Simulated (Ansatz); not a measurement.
The system is TaN.

```
Ta N
1.0
     0.00000    2.17900    2.17900
     2.17900    0.00000    2.17900
     2.17900    2.17900    0.00000
Ta N
1 1
Direct
  0.50000 0.50000 0.50000
  0.00000 0.00000 0.00000
```

```yaml
Program: Ansatz 0.2.0
Task: relaxation of cell and atoms
Functional: r2SCAN
Potentials_or_basis: Ansatz PAW
Cutoff: "500 eV (not typed: the program's choice for these potentials)"
k_mesh: 10 × 10 × 10
Occupations: fermi-dirac, width 0.05 eV
Spin: no spin polarisation
Hubbard_terms: Ta d U = 8 eV
```

At the start: volume 10.35 Å³/atom.

Task: Where does the relaxation end?

Result: It ends after 5 steps and the volume is 10.90 Å³/atom (+5.3 %); space group Fm-3m (No. 225, to 0.05 Å).

Step by step:
```csv
step,energy change (eV),largest force (eV/Å),volume (Å³)
1,0.0000,0.0000,20.69
2,-0.0541,0.0000,22.16
3,-0.0601,0.0000,21.82
4,-0.0601,0.0000,21.79
5,-0.0608,0.0000,21.79
```

Final structure:
```yaml
crystal:
  lattice:
    - [0.00000, 2.21695, 2.21695]
    - [2.21695, 0.00000, 2.21695]
    - [2.21695, 2.21695, 0.00000]
  atoms:
    - { symbol: Ta, position: [0.50000, 0.50000, 0.50000] }
    - { symbol: N, position: [0.00000, 0.00000, 0.00000] }
```

Caveat: the plane-wave basis is chosen anew once the cell has moved, so the energies of steps on either side of that aren't comparable; U without spin polarisation on a metal has little footing; the PAW data sets come from PBE, with cores solved anew for the run's functional, which leaves a small shift of forces and pressure.
